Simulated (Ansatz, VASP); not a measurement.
## One calculation of Pb3O, two programs

```xyz
4
Lattice="-3.1105 3.1105 3.1105 3.1105 -3.1105 3.1105 3.1105 3.1105 -3.1105" Properties=species:S:1:pos:R:3 pbc="T T T"
Pb    3.1105    0.0000    0.0000
Pb    0.0000    3.1105    0.0000
Pb    0.0000    0.0000    3.1105
O     0.0000    0.0000    0.0000
```

Alike in both runs: task single point; functional PBE; k mesh 4 × 4 × 4; occupations gaussian, width 0.1 eV; no spin polarisation.

```csv
,VASP,Ansatz
version,VASP 6.6.1,Ansatz 0.2.0
potentials or method,"VASP PAW PBE potentials, release 64 (Pb_d, O)","scalar-relativistic, plane waves, PAW"
plane-wave cutoff (eV),520,420
valence electrons in the cell,48,48
```

```tsv
	VASP	Ansatz	Ansatz less VASP
gap on the k mesh at the Fermi level (eV)	none	none	-
pressure (GPa)	-3.3	-3.3	+0.06
```

A gap of «none» marks a metal or a gap that the smearing closes.

The runs have no spin-orbit coupling, so splittings on Pb are missing.
